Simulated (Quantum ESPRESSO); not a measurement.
The system is Te2Mo.

```xyz
6
Lattice="3.5182 0.0000 0.0000 -1.7591 3.0469 0.0000 0.0000 0.0000 13.9736" Properties=species:S:1:pos:R:3 pbc="T T T"
Te    1.7591    1.0156    5.2960
Te    0.0000    2.0312   12.2828
Te    1.7591    1.0156    1.6908
Te    0.0000    2.0312    8.6776
Mo    1.7591    1.0156   10.4802
Mo    0.0000    2.0312    3.4934
```

Base run:

| Quantity | Value |
| --- | --- |
| Program | Quantum ESPRESSO 7.5 |
| Functional | HCTH |
| Potentials or basis | PseudoDojo 0.4.1 SR PBE standard |
| Cutoff | 1088 eV |
| Density cutoff | 4354 eV |
| k mesh | 9 × 9 × 2 |
| Occupations | fermi-dirac, width 0.05 eV |
| Spin | no spin polarisation |

Its results: band gap on the k mesh 0.83 eV, indirect (least direct gap 1.03 eV); pressure 5.2 GPa; largest force 0.045 eV/Å.

Q: The run is repeated on the same cell with these changes: functional from HCTH to BP86. What comes out?

A: Band gap on the k mesh 0.77 eV, indirect (least direct gap 1.04 eV); pressure 4.4 GPa; largest force 0.252 eV/Å.

Caveats: the potentials were made for another functional, which shifts forces and pressure; spin-orbit coupling is left out, which moves the levels of the heavy elements.

A k mesh can miss the band edges.
